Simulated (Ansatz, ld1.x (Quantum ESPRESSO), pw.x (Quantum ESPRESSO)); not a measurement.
**What a changed setting does to a pw.x run (fcc Si)**

Potential: norm-conserving Troullier–Martins (Kleinman–Bylander form), ld1.x (Quantum ESPRESSO) 7.5, PBE; core [Ne], reference 3s2 3p2; waves: 3s (bound): rc 1.90 bohr; 3d channel at 0.05 Ry: rc 2.16 bohr; 3p (bound): rc 2.44 bohr; local part: the p channel; core correction: Bessel-smoothed model core, default radius (core density twice the valence density).

The reference run (k-mesh 15³, cutoffs 50/200 Ry, Fermi–Dirac 0.01 Ry, mixing_beta 0.4, conv_thr 1e-9, no spin) gives 0.20 GPa at 14.425 Å³/atom, where all-electron LAPW gives 0.32 GPa. This run, with its own iteration cap, changes smearing to mp.

```
&control
  calculation='scf', prefix='x', pseudo_dir='./', outdir='./tmp', tstress=.true., disk_io='none'
/
&system
  ibrav=0, nat=1, ntyp=1, ecutwfc=50, ecutrho=200, nbnd=9,
  occupations='smearing', smearing='mp', degauss=0.01
/
&electrons
  conv_thr=1e-09, mixing_beta=0.4, electron_maxstep=60
/
ATOMIC_SPECIES
Si 1.0 Si.UPF
CELL_PARAMETERS angstrom
  0.00000000 1.93209559 1.93209559
  1.93209559 0.00000000 1.93209559
  1.93209559 1.93209559 0.00000000
ATOMIC_POSITIONS crystal
Si 0.0000 0.0000 0.0000
K_POINTS automatic
15 15 15 0 0 0
```

```bash
pw.x < Si.scf.in > Si.scf.out
```

How does the run end?

It converges in 6 iterations; the free energy moves by +15.0 meV/atom and the pressure by -0.13 GPa. This scheme is built to cancel the term in the square of the width that Fermi–Dirac smearing leaves in the F of a metal.

```
Message from routine setup:
     using ibrav=0 with symmetry is DISCOURAGED, use correct ibrav instead
     lattice parameter (alat)  =       5.1635  a.u.
     unit-cell volume          =      97.3447 (a.u.)^3
     number of electrons       =         4.00
     number of Kohn-Sham states=            9
     kinetic-energy cutoff     =      50.0000  Ry
     charge density cutoff     =     200.0000  Ry
     scf convergence threshold =      1.0E-09
     Exchange-correlation= PBE
     number of k points=   120  Methfessel-Paxton smearing, width (Ry)=  0.0100
     iteration #  1     ecut=    50.00 Ry     beta= 0.40
     total energy              =     -14.79339021 Ry
     estimated scf accuracy    <       0.00441608 Ry
     iteration #  2     ecut=    50.00 Ry     beta= 0.40
     total energy              =     -14.79284899 Ry
     estimated scf accuracy    <       0.00132310 Ry
     iteration #  3     ecut=    50.00 Ry     beta= 0.40
     total energy              =     -14.79292536 Ry
     estimated scf accuracy    <       0.00000463 Ry
     iteration #  4     ecut=    50.00 Ry     beta= 0.40
     total energy              =     -14.79292685 Ry
     estimated scf accuracy    <       0.00000003 Ry
     iteration #  5     ecut=    50.00 Ry     beta= 0.40
     total energy              =     -14.79292686 Ry
     estimated scf accuracy    <          6.1E-09 Ry
     iteration #  6     ecut=    50.00 Ry     beta= 0.40
     the Fermi energy is    10.7489 ev
!    total energy              =     -14.79292686 Ry
     estimated scf accuracy    <          9.9E-11 Ry
     smearing contrib. (-TS)   =      -0.00005534 Ry
     The total energy is F=E-TS. E is the sum of the following terms:
     one-electron contribution =       4.77963710 Ry
     hartree contribution      =       0.03014237 Ry
     xc contribution           =      -9.55675242 Ry
     ewald contribution        =     -10.04589857 Ry
     convergence has been achieved in   6 iterations
          total   stress  (Ry/bohr**3)                   (kbar)     P=        0.64
     Message from routine punch:
     Nothing written, as per user request (disk_io='none')
```

The run took about 12 s on one core of a shared host (Intel(R) Xeon(R) Processor @ 2.60GHz, 24 threads, 32 GiB, load 9).
